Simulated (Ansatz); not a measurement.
EuS:

```xyz
2
Lattice="0.0000 2.9785 2.9785 2.9785 0.0000 2.9785 2.9785 2.9785 0.0000" Properties=species:S:1:pos:R:3 pbc="T T T"
Eu    0.0000    0.0000    0.0000
S     2.9785    2.9785    2.9785
```

```yaml
Program: Ansatz 0.2.0
Task: relaxation of cell and atoms
Functional: RPBE
Dispersion: D3(BJ)
Potentials_or_basis: Ansatz PAW
Cutoff: "420 eV (not typed: the program's choice for these potentials)"
k_mesh: 8 × 8 × 8
Occupations: fermi-dirac, width 0.05 eV
Spin: collinear spin, ferromagnetic start
Starting_moments: "[7.0, 0.0] μB"
```

At the start: volume 26.42 Å³/atom.

**Question.** How do energy, volume and symmetry change on relaxing?

**Answer.** It ends after 8 steps and the volume is 19.07 Å³/atom (-27.8 %); space group Fm-3m (No. 225, to 0.05 Å); moment 6.81 μB per cell.

The path:
```csv
step,energy change (eV),largest force (eV/Å),volume (Å³)
1,0.0000,0.0000,52.85
2,-0.6891,0.0000,45.49
3,-1.0227,0.0000,38.85
4,-1.0264,0.0000,37.99
5,-1.0266,0.0000,38.18
6,-1.0233,0.0000,38.18
7,-1.0233,0.0000,38.15
8,-1.0233,0.0000,38.15
```

Final structure:
```
Eu S
1.0
     0.00000    2.67186    2.67186
     2.67186    0.00000    2.67186
     2.67186    2.67186    0.00000
Eu S
1 1
Cartesian
  0.0000 0.0000 0.0000
  2.6719 2.6719 2.6719
```

Caveat: the electronic state changed during the relaxation; the volume moved by over 15 % at a fixed basis, so the end points are rough; the plane-wave basis is chosen anew once the cell has moved, so the energies of steps on either side of that aren't comparable; the volume moved by -28 % from the deposited cell, more than functionals usually miss; a cell with one magnetic atom can't hold antiferromagnetic order, which such compounds often take; without U or exact exchange the open f shell lies at the Fermi level, which spoils levels, moments and volumes; pairwise dispersion overbinds metals, which lowers pressure and volume; the PAW data sets come from PBE, with cores solved anew for the run's functional, which leaves a small shift of forces and pressure.
